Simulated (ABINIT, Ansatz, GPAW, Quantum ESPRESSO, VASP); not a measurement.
InPd: programs and potentials compared

```
In Pd
1.0
     0.00000    2.74607    2.74607
     2.74607    0.00000    2.74607
     2.74607    2.74607    0.00000
In Pd
1 1
Direct
  0.00000 0.00000 0.00000
  0.50000 0.50000 0.50000
```

The cell comes from a database or a generator and needn't be the stable form of this composition.

Alike in all runs: task single point; functional PBE; k mesh 8 × 8 × 8; occupations fermi-dirac, width 0.05 eV; no spin polarisation; no spin-orbit coupling. Pressure is positive in compression and, in plane waves, holds the error of the finite cutoff, which Ansatz's Pulay term estimates and takes out.

```csv
program and potentials,plane-wave cutoff (eV),notes,band gap (eV),pressure (GPa)
"GPAW, GPAW PAW data sets (gpaw-data 1.2.1)",600,14.5 valence electrons an atom on average,no gap,-0.24
"ABINIT, JTH PAW PBE v2.0",599,15.5 valence electrons an atom on average,?,?
"Ansatz, Ansatz PAW (earlier soft set)",420,15.5 valence electrons an atom on average; Pulay term of +0.04 GPa included,no gap,0.14
"VASP, PBE PAW files In_d, Pd, 520 eV",520,11.5 valence electrons an atom on average,no gap,0.20
"Quantum ESPRESSO, SSSP 1.3 efficiency PBE",816,15.5 valence electrons an atom on average,no gap,0.12
```

Problem. Estimate from the other rows what the run with ABINIT, JTH PAW PBE v2.0 gave.

Solution. No band gap; pressure 0.07 GPa. The other rows, which needn't bracket it: pressure -0.24 to 0.20.
